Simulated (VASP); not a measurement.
# Al (Im-3m) in VASP: a series of runs

One crystal, Al, is run at these levels: PBEsol; tasks: single point.

Program: VASP 6.6.1. These are calculated values, not measurements. Logs are shortened: lines on timing, memory, paths and dates and some standing lists are left out, and cuts for length are marked.

### 1 Starting point

Symmetry: Im-3m, No. 229, cubic system. The conventional cell has a = 3.182 Å, b = 3.182 Å, c = 3.182 Å, α = 90.00°, β = 90.00°, γ = 90.00°. Al (site symmetry m-3m) has 8 Al at 2.76 Å as nearest neighbours.

This isn't the form of Al at room conditions, which is fcc.

### 2 Single point, PBEsol

File INCAR:

```
ADDGRID = F
ALGO = Normal
EDIFF = 1E-7
ENCUT = 350
GGA = PS
ISIF = 2
ISMEAR = 1
LASPH = T
LCHARG = F
LREAL = F
LWAVE = F
NELM = 100
PREC = Accurate
SIGMA = 0.15
```

File KPOINTS:

```
k-points
0
Gamma
  8 8 8
```

File POSCAR:

```
Al
1.0
   -1.5912186900      1.5912186900      1.5912186900
    1.5912186900     -1.5912186900      1.5912186900
    1.5912186900      1.5912186900     -1.5912186900
Al
1
Direct
    0.0000000000      0.0000000000      0.0000000000
```

Potentials or basis: VASP PAW PBE potentials, release 64 (Al).

On the command line:

```bash
$ cat potpaw_PBE.64/Al/POTCAR > POTCAR
$ mpirun -np 1 vasp_std > vasp.out
```

OUTCAR:

```text
EDIFF = 1E-7
   ENCUT = 350
   GGA = PS
   ISIF = 2
   ISMEAR = 1
   LASPH = T
   LREAL = F
   NELM = 100
   PREC = Accurate

 Found     29 irreducible k-points:

 Following reciprocal coordinates:
            Coordinates               Weight
  0.000000  0.000000  0.000000      1.000000
  0.125000  0.000000  0.000000     12.000000
  0.250000  0.000000  0.000000     12.000000
  0.375000  0.000000  0.000000     12.000000
  0.500000  0.000000  0.000000      6.000000
  0.125000  0.125000  0.000000     24.000000
   k-points           NKPTS =     29   k-points in BZ     NKDIM =     29   number of bands    NBANDS=      5
   number of dos      NEDOS =    301   number of ions     NIONS =      1
   total plane-waves  NPLWV =   5832
   dimension x,y,z NGX =    18 NGY =   18 NGZ =   18
   dimension x,y,z NGXF=    36 NGYF=   36 NGZF=   36
   ions per type =               1
   NGX,Y,Z   is equivalent  to a cutoff of  10.86, 10.86, 10.86 a.u.
   NGXF,Y,Z  is equivalent  to a cutoff of  21.72, 21.72, 21.72 a.u.
 SYSTEM =  unknown system
   PREC   = accura    normal or accurate (medium, high low for compatibility)
   ISTART =      0    job   : 0-new  1-cont  2-samecut
   ICHARG =      2    charge: 1-file 2-atom 10-const
   ISPIN  =      1    spin polarized calculation?
   LNONCOLLINEAR =      F non collinear calculations
   LSORBIT =      F    spin-orbit coupling
   LASPH  =      T    aspherical Exc in radial PAW
   ENCUT  =  350.0 eV  25.72 Ry    5.07 a.u.   4.20  4.20  4.20*2*pi/ulx,y,z
   NELM   =    100;   NELMIN=  2; NELMDL= -5     # of ELM steps
   EDIFF  = 0.1E-06   stopping-criterion for ELM
   LREAL  =      F    real-space projection
   EDIFFG = 0.1E-05   stopping-criterion for IOM
   NSW    =      0    number of steps for IOM
   IBRION =     -1    ionic relax: 0-MD 1-quasi-New 2-CG
   NFREE  =      0    steps in history (QN), initial steepest desc. (CG)
   ISIF   =      2    stress and relaxation
   ISYM   =      2    0-nonsym 1-usesym 2-fastsym
   POTIM  = 0.5000    time-step for ionic-motion
   TEBEG  =    0.0;   TEEND  =   0.0 temperature during run
   PSTRESS=    0.0 pullay stress
   NELECT =       3.0000    total number of electrons
   NUPDOWN=      -1.0000    fix difference up-down
   EMIN   =  10.00;   EMAX   =-10.00  energy-range for DOS
   EFERMI =   0.00;   METHOD = LEGACY
   ISMEAR =     1;   SIGMA  =   0.15  broadening in eV -4-tet -1-fermi 0-gaus
   EFERMI_NEDOS =   21; number of points for ismear=-14 and -15
   IALGO  =     38    algorithm
   IMIX   =      4    mixing-type and parameters
     AMIX     =   0.40;   BMIX     =  1.00
     AMIX_MAG =   1.60;   BMIX_MAG =  1.00
  volume/ion in A,a.u.               =      16.12       108.75
  Fermi-wavevector in a.u.,A,eV,Ry     =   0.934757  1.766435 11.888371  0.873771
  Thomas-Fermi vector in A             =   2.061595
   LORBIT       =      0    0 simple, 1 ext, 2 COOP (PROOUT), +10 PAW based schemes
   GGA     = PS    functional components
   LHFCALC =     F    Hartree Fock is set to
   AEXX    =    0.0000 exact exchange contribution
   IVDW    =     0    specifies the selected vdW correction
   LEPSILON=     F    determine dielectric tensor
   LRPA    =     F    only Hartree local field effects (RPA)
 non-spin polarized calculation
 Methfessel and Paxton  Order N= 1 SIGMA  =   0.15
  energy-cutoff  :      350.00
  volume of cell :       16.12
 maximum number of plane-waves:       250
 NGX is ok and might be reduce to    18
   NGX =  9   NGY =  9   NGZ =  9

 number of electron       3.0000000 magnetization

 Free energy of the ion-electron system (eV)
  ---------------------------------------------------
  ext. energy  EPLUGINS =         0.00000000
  ---------------------------------------------------
  free energy    TOTEN  =        -3.94883753 eV

  energy without entropy =       -3.94522480  energy(sigma->0) =       -3.94763329

 E-fermi :   8.3451     XC(G=0): -10.3467

 val. band max:        8.3196930693   @ k =   0.2500   0.2500   0.1250
 cond. band min:       8.3622559477   @ k =  -0.3750   0.3750   0.1250
 fundamental gap:      0.0425628785
 Fermi energy:         8.3450595141

 k-point     1 :       0.0000    0.0000    0.0000
  band No.  band energies     occupation
      1      -3.0908      2.00000
      2      21.6024      0.00000
      3      21.6024      0.00000
      4      21.6024      0.00000
      5      23.2291      0.00000

 k-point     2 :       0.1250    0.0000    0.0000
  band No.  band energies     occupation
      1      -2.6347      2.00000
      2      17.7261      0.00000
      3      19.7260      0.00000
      4      20.1570      0.00000
      5      21.7207      0.00000

 k-point     3 :       0.2500    0.0000    0.0000
  band No.  band energies     occupation
      1      -1.2752      2.00000
      2      12.5576      0.00000
      3      17.9585      0.00000
      4      18.2200      0.00000
      5      19.8856      0.00000

 k-point     4 :       0.3750    0.0000    0.0000
  band No.  band energies     occupation
      1       0.9608      2.00000
      2       7.9465      2.00112
      3      16.8913      0.00000
      4      16.9510      0.00000
      5      18.7242      0.00000

 k-point     5 :       0.5000    0.0000    0.0000
  band No.  band energies     occupation
      1       3.7930      2.00000
      2       4.3164      2.00000
      3      16.5181      0.00000
      4      16.5366      0.00000
      5      18.3330      0.00000

 k-point     6 :       0.1250    0.1250    0.0000
  band No.  band energies     occupation
      1      -1.7269      2.00000
      2      15.1646      0.00000
      3      15.6064      0.00000
      4      18.5338      0.00000
      5      22.1552      0.00000

 [... further k-points ...]

------------------------ aborting loop because EDIFF is reached ----------------------------------------

  FORCE on cell =-STRESS in cart. coord.  units (eV):
  Direction    XX          YY          ZZ          XY          YZ          ZX
  --------------------------------------------------------------------------------------
  -------------------------------------------------------------------------------------
  Total        0.2661647      0.2661647      0.2661647      0.0000000      0.0000000     -0.0000000
  in kB       26.4613140     26.4613140     26.4613140      0.0000000      0.0000000     -0.0000000
  external PRESSURE =      26.4613140 kB  Pullay stress =       0.0000000 kB

 VOLUME and BASIS-vectors are now :
 -----------------------------------------------------------------------------
  energy-cutoff  :      350.00
  volume of cell :       16.12
      direct lattice vectors                 reciprocal lattice vectors
    -1.591218690  1.591218690  1.591218690     0.000000000  0.314224565  0.314224565
     1.591218690 -1.591218690  1.591218690     0.314224565  0.000000000  0.314224565
     1.591218690  1.591218690 -1.591218690     0.314224565  0.314224565  0.000000000

 POSITION                                       TOTAL-FORCE (eV/Angst)
 -----------------------------------------------------------------------------------
      0.00000      0.00000      0.00000         0.000000      0.000000     -0.000000
 -----------------------------------------------------------------------------------
    total drift:                                0.000000      0.000000      0.000000

  FREE ENERGIE OF THE ION-ELECTRON SYSTEM (eV)
  ---------------------------------------------------
  free  energy   TOTEN  =        -3.9488375333 eV

  energy  without entropy=       -3.9452247962  energy(sigma->0) =       -3.94763329
```

Wall time 7.1 s (1 thread of Intel Xeon Platinum 8375C at 2.90GHz (Ice Lake), shared host); peak memory 0.11 GiB.

These settings aren't checked as converged: the numbers below hold their error.

Results:

| Item | Value |
| --- | --- |
| Free energy | -3.9488 eV |
| Pressure | 2.6 GPa |
| Band gap on the k mesh | none (metal or under the smearing width) |

Caveat: the PAW data sets were made with another functional, which shifts forces and pressure a little.

### 3 Single point, PBEsol

INCAR is that of step 2.

KPOINTS is that of step 2.

File POSCAR:

```
Al
1.0
   -1.5505220000      1.6151010000      1.5901740000
    1.5972310000     -1.6159030000      1.6376860000
    1.5218560000      1.5872370000     -1.5909760000
Al
1
Direct
   -0.0427450000     -0.0166940000     -0.0578530000
```

Potentials or basis: VASP PAW PBE potentials, release 64 (Al).

On the command line:

```bash
$ cat potpaw_PBE.64/Al/POTCAR > POTCAR
$ mpirun -np 1 vasp_std > vasp.out
```

Run time: 17 s. Hardware: 1 thread of Intel Xeon Platinum 8375C at 2.90GHz (Ice Lake), shared host; peak memory 0.12 GiB.

These settings aren't checked as converged: the numbers below hold their error.

Results:

| Quantity | Value |
| --- | --- |
| Free energy | -3.9552 eV |
| Pressure | 2.2 GPa |
| Band gap on the k mesh | none (metal or under the smearing width) |

Caveat: the PAW data sets were made with another functional, which shifts forces and pressure a little.

### 4 Single point, PBEsol

Edit INCAR of step 3 so:

```diff
@@ -3,3 +3,3 @@
 EDIFF = 1E-7
-ENCUT = 350
+ENCUT = 500
 GGA = PS
```

File KPOINTS:

```
k-points
0
Gamma
  7 7 7
```

File POSCAR:

```
Al
1.0
   -1.5912186900      1.5912186900      1.5912186900
    1.5912186900     -1.5912186900      1.5912186900
    1.5912186900      1.5912186900     -1.5912186900
Al
1
Direct
    0.0000000000      0.0000000000      0.0000000000
```

On the command line:

```bash
$ cat potpaw_PBE.64/Al/POTCAR > POTCAR
$ mpirun -np 1 vasp_std > vasp.out
```

Wall time 6 s (1 thread of Intel Xeon Platinum 8375C at 2.90GHz (Ice Lake), shared host); peak memory 0.11 GiB.

These settings aren't checked as converged: the numbers below hold their error.

Results:

| Property | Result |
| --- | --- |
| Free energy | -3.9664 eV |
| Pressure | 1.9 GPa |
| Band gap on the k mesh | none (metal or under the smearing width) |

Caveat: the k mesh is coarse (spacing up to 0.40 Å⁻¹), so the values aren't converged; the PAW data sets were made with another functional, which shifts forces and pressure a little.
